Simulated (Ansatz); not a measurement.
The system is Li.

```
Li
1.0
     0.00000    2.20200    2.20200
     2.20200    0.00000    2.20200
     2.20200    2.20200    0.00000
Li
1
Direct
  0.00000 0.00000 0.00000
```

This isn't the form of Li at room conditions, which is bcc.

```yaml
Program: Ansatz 0.2.0
Task: relaxation of cell and atoms
Functional: PBEsol
Potentials_or_basis: Ansatz PAW earlier set
Cutoff: 450 eV
Density_cutoff: 1800 eV
k_mesh: 8 × 8 × 8
Occupations: fermi-dirac, width 0.05 eV
Spin: collinear spin, ferromagnetic start
Starting_moments: "[0.5] μB"
```

At the start: volume 21.35 Å³/atom.

Where does the relaxation end?

It ends after 11 steps and the volume is 20.23 Å³/atom (-5.2 %); space group Fm-3m (No. 225, to 0.05 Å); moment 0.00 μB per cell.

The path:
```
step  energy change (eV)  largest force (eV/Å)  volume (Å³)
   1              0.0000                0.0000        21.35
   2             -0.0138                0.0000        20.86
   3             -0.0129                0.0000        20.89
   4             -0.0036                0.0000        20.89
   5             -0.0112                0.0000        20.61
   6             -0.0139                0.0000        20.51
   7             -0.0037                0.0000        20.51
   8             -0.0084                0.0000        20.34
   9             -0.0029                0.0000        20.34
  10             -0.0057                0.0000        20.23
  11             -0.0035                0.0000        20.23
```

Final structure:
```xyz
1
Lattice="0.0000 2.1628 2.1628 2.1628 0.0000 2.1628 2.1628 2.1628 0.0000" Properties=species:S:1:pos:R:3 pbc="T T T"
Li    0.0000    0.0000    0.0000
```

Caveat: the potentials were made for another functional, which shifts forces and pressure; the plane-wave basis is chosen anew once the cell has moved, so the energies of steps on either side of that aren't comparable; the pressure holds a Pulay correction of +4.3 GPa for the finite cutoff; the starting moments weren't kept; the cutoff lies under the one recommended for these potentials.
